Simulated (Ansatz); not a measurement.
Is this Sn3O stable against decomposition?

Theory: Ansatz, DFT PBE, scalar-relativistic, plane waves, PAW. All cells share a 420 eV cutoff and Γ-centred k meshes spaced at most about 0.3 Å⁻¹ (about 0.25 or finer for metals, 2π included). No spin polarisation.

Energies over the elements count from the elements' standard structures at the same level (O₂ as a molecule), with no fitted energy shifts. The references include grey tin.

Temperature and zero-point effects are left out. No dispersion correction is applied, so the spacing and binding between layers, chains or molecules are poorly described (SnO P4/nmm).

The competitors are the elements and 3 reference phases of this chemical system (from databases or known types: Sn3O4, SnO, SnO2), relaxed at the same level; other known phases may be missing.

The candidate was reached from: random cell.

Space group Im-3m (No. 229). a = 5.709 Å, b = 5.709 Å, c = 5.709 Å, α = 90.00°, β = 90.00°, γ = 90.00°
| atom | site | symmetry | x | y | z |
| --- | --- | --- | --- | --- | --- |
| Sn | 6b | 4/mm.m | 0.5000 | 0.0000 | 0.0000 |
| O | 2a | m-3m | 0.0000 | 0.0000 | 0.0000 |

Question: Is it stable, and against what?

Answer: Not stable. Its formation energy is -0.009 eV/atom. The lowest competing mixture at this composition is this:

```
phase       space group             source  share of atoms  ΔE_f (eV/atom)
   Sn                 -            element          0.5000           0.000
  SnO  P4/nmm (No. 129)  Materials Project          0.5000          -1.261
```

The mixture lies at -0.630 eV/atom, and the candidate lies 0.62 eV/atom above it. The candidate matches no cell in the subsets of the Crystallography Open Database and the Materials Project at hand. The margin is far too high for a likely synthesis.
